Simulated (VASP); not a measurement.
# CdS (Hawleyite) under changes of volume

One of the cells (25.304 Å³/atom); the others are scaled copies at fixed shape and fractional positions:

```
Cd S
1.0
     0.00000    2.93582    2.93582
     2.93582    0.00000    2.93582
     2.93582    2.93582    0.00000
Cd S
1 1
Direct
  0.00000 0.00000 0.00000
  0.75000 0.75000 0.75000
```

```yaml
Program: VASP 6.6.1
Functional: PBE
Potentials_or_basis: VASP PAW PBE potentials, release 64 (Cd, S)
Cutoff: 520 eV
k_mesh: 8 × 8 × 8
Occupations: fermi-dirac, width 0.05 eV
Spin: no spin polarisation
```

```tsv
volume (Å³/atom)	energy over the lowest point (meV/atom)	pressure (GPa)	gap on the mesh (eV)
23.319	64.12	8.0	1.28
23.815	42.05	6.2	1.24
24.312	25.19	4.6	1.19
25.304	5.02	1.9	1.11
25.800	?	?	?
26.296	0.00	-0.3	1.02
```

Question: What does the run at 25.800 Å³/atom give?

Answer: Energy over the lowest point 0.82 meV/atom; pressure 0.8 GPa; gap on the mesh 1.06 eV.

Worked out: A Birch-Murnaghan fit of order 3 (a polynomial in V^(-2/3)) to the other rows has its minimum at 26.17 Å³/atom with B0 = V·E''(V) = 53 GPa and B' = 4.6. It gives 0.82 meV/atom at 25.800 Å³/atom, against the run's 0.82, and -dE/dV = 0.8 GPa, against 0.8. A straight line through the other rows of the gap, of slope -2.16 eV per unit of ln V (its deformation potential), gives 1.06 eV, against the run's 1.06.

Energies are extrapolated to zero smearing.

Spin-orbit coupling on Cd is left out.
